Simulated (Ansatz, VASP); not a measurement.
# Tl: VASP beside Ansatz

File INCAR:

```
PREC = Accurate
ENCUT = 520
EDIFF = 1E-6
ISMEAR = -1
SIGMA = 0.1
LREAL = F
LASPH = T
NELM = 60
ALGO = Normal
ISIF = 2
LWAVE = F
LCHARG = T
GGA = CA
LELF = T
LVHAR = T
NBANDS = 12
```

The input KPOINTS:

```
regular mesh
0
Gamma
  12 12 12
```

The input POSCAR:

```
Tl
1.0
    3.1248004947      0.0000000000      0.0000000000
    0.0000000000      3.1248004947      0.0000000000
    0.0000000000      0.0000000000      3.1248004947
Tl
1
Direct
    0.0000000000      0.0000000000      0.0000000000
```

Input for Ansatz:

```yaml
crystal:
  lattice:
    - [3.1248004947, 0.0, 0.0]
    - [0.0, 3.1248004947, 0.0]
    - [0.0, 0.0, 3.1248004947]
  atoms:
    - { symbol: Tl, position: [0.0, 0.0, 0.0] }
hamiltonian:
  xc: lda
  pseudopotentials:
    kind: paw
    azcp:
      Tl: "pseudopotentials/Tl.paw.azcp"
basis:
  ecutwfc: 420
  fft_grid_basis: typed
kpoints:
  mp_grid: { grid: [12, 12, 12], shift: [0, 0, 0] }
magnetization:
  spin_polarized: false
scf:
  occupations: { method: fermi_dirac, width: 0.1 }
  lower_state_search: "off"
output:
  stress: true
  write_density: true
  write_potential: true
  elf: true
  volumetric_format: npy
```

Alike in both runs: task single point; functional LDA; k mesh 12 × 12 × 12; occupations fermi-dirac, width 0.1 eV; no spin polarisation.

|  | VASP | Ansatz |
| --- | --- | --- |
| version | VASP 6.6.1 | Ansatz 0.2.0 |
| potentials or method | VASP PAW LDA potentials, release 64 (Tl_d) | plane waves (420 eV) with PAW, scalar-relativistic |
| plane-wave cutoff (eV) | 520 | 420 |
| valence electrons in the cell | 13 | 13 |

```csv
,VASP,Ansatz,Ansatz less VASP
pressure (GPa),-1.1,-1.1,-0.05
```

Ansatz warned: «pseudo_functional_mismatch».

Spin-orbit coupling is left out, which matters for the levels of Tl.
